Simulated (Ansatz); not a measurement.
**LiNbO3: frozen normal mode**

The calculation used DFT PBE, scalar-relativistic, plane waves, PAW (Ansatz). The runs took a 420 eV cutoff, a Γ-centred 6×6×6 mesh and Gaussian smearing (0.05 eV). No spin polarisation. Energies are free energies at this smearing, counted from the undisturbed cell; pressure is positive in compression.

Reference structure (relaxed at this level; this form isn't the usual structure):

```
Li Nb O
1.0
     2.61156    1.50778    4.59827
    -2.61156    1.50778    4.59827
     0.00000   -3.01557    4.59827
Li Nb O
2 2 6
Direct
  0.25000 0.25000 0.25000
  0.75000 0.75000 0.75000
  0.00000 0.00000 0.00000
  0.50000 0.50000 0.50000
  0.13038 0.36962 0.75000
  0.75000 0.13038 0.36962
  0.36962 0.75000 0.13038
  0.86962 0.63038 0.25000
  0.25000 0.86962 0.63038
  0.63038 0.25000 0.86962
```

A zone-centre mode of this cell is frozen in: each atom moves by x times its row below, so x is the largest displacement.
```
atom ux uy uz
 Li1   0.000   0.000  -1.000
 Li2   0.000   0.000  -1.000
 Nb3   0.000   0.000  -0.286
 Nb4   0.000   0.000  -0.286
  O5   0.000  -0.003   0.698
  O6   0.003   0.002   0.698
  O7  -0.003   0.002   0.698
  O8   0.000  -0.003   0.698
  O9   0.003   0.002   0.698
 O10  -0.003   0.002   0.698
```

| x (Å) | ΔE (meV/cell) |
| --- | --- |
| -0.2600 | -155.6 |
| -0.1300 | -86.6 |
| 0.0000 | 0.0 |
| 0.0325 | -6.6 |
| 0.0650 | -25.4 |
| 0.0975 | -53.5 |
| 0.1625 | -119.4 |
| 0.1950 | -145.9 |
| 0.2275 | -160.0 |

Problem. Predict the pressure (GPa) at each point.

Solution.
```csv
x (Å),pressure (GPa)
-0.2600,4.6
-0.1300,1.1
0.0000,0.0
0.0325,0.1
0.0650,0.3
0.0975,0.6
0.1625,1.7
0.1950,2.5
0.2275,3.5
```

Cost: 9 runs of about 2.1 core-minutes in all, on AMD EPYC 7R43 (Zen 3) (shared hosts).